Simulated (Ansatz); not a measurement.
# AlCo: the cost of one run

Computed with Ansatz 0.2.0 (DFT PBEsol, scalar-relativistic, plane waves, PAW, unless a step's input says otherwise).

2 further runs of the same task are left out: 2 set aside as unsound or not needed.

### 1 The structure to begin with

It takes space group Pm-3m (No. 221, cubic). The conventional cell has a = 2.823 Å, b = 2.823 Å, c = 2.823 Å, α = 90.00°, β = 90.00°, γ = 90.00°. Around Al (site symmetry m-3m) lie 8 Co at 2.44 Å. Co (site symmetry m-3m) is surrounded by 8 Al at 2.44 Å.

Coordinates:

```
Al Co
1.0
    -2.82259    2.82259    2.82259
     2.82259   -2.82259    2.82259
     2.82259    2.82259   -2.82259
Al Co
4 4
Direct
  0.00000 0.50000 0.50000
  0.50000 0.00000 0.50000
  0.50000 0.50000 0.00000
  0.00000 0.00000 0.00000
  0.50000 0.50000 0.50000
  0.00000 0.00000 0.50000
  0.00000 0.50000 0.00000
  0.50000 0.00000 0.00000
```

It goes back to an entry of the Materials Project.

It is built from the cell relaxed beforehand with the same method (11.24 Å³/atom).

### 2 Zero of the scan

input.yaml

```yaml
crystal:
  lattice:
    - [-2.8225855357, 2.8225855357, 2.8225855357]
    - [2.8225855357, -2.8225855357, 2.8225855357]
    - [2.8225855357, 2.8225855357, -2.8225855357]
  atoms:
    - { symbol: Al, position: [0.0, 0.5, 0.5] }
    - { symbol: Al, position: [0.5, 0.0, 0.5] }
    - { symbol: Al, position: [0.5, 0.5, 0.0] }
    - { symbol: Al, position: [0.0, 0.0, 0.0] }
    - { symbol: Co, position: [0.5, 0.5, 0.5] }
    - { symbol: Co, position: [0.0, 0.0, 0.5] }
    - { symbol: Co, position: [0.0, 0.5, 0.0] }
    - { symbol: Co, position: [0.5, 0.0, 0.0] }
basis:
  ecutwfc: 420
kpoints:
  mp_grid: { grid: [16, 16, 16] }
hamiltonian:
  xc: pbesol
scf:
  occupations: { method: gaussian, width: 0.15 }
output:
  forces: true
  stress: true
  eigenvalues: true
  write_density: true
  write_potential: true
  elf: true
  volumetric_format: npy
```

Started as:

```sh
$ ansatz run input.yaml --threads 1 --pin off --max-ram 2560MiB --backend cpu --events-out ev --progress --plain --runs-dir out
```

What time and memory should one allow on 1 thread of Intel Xeon 6975P-C (Granite Rapids), shared host?

About 22 s, with a peak of 0.7 GiB.
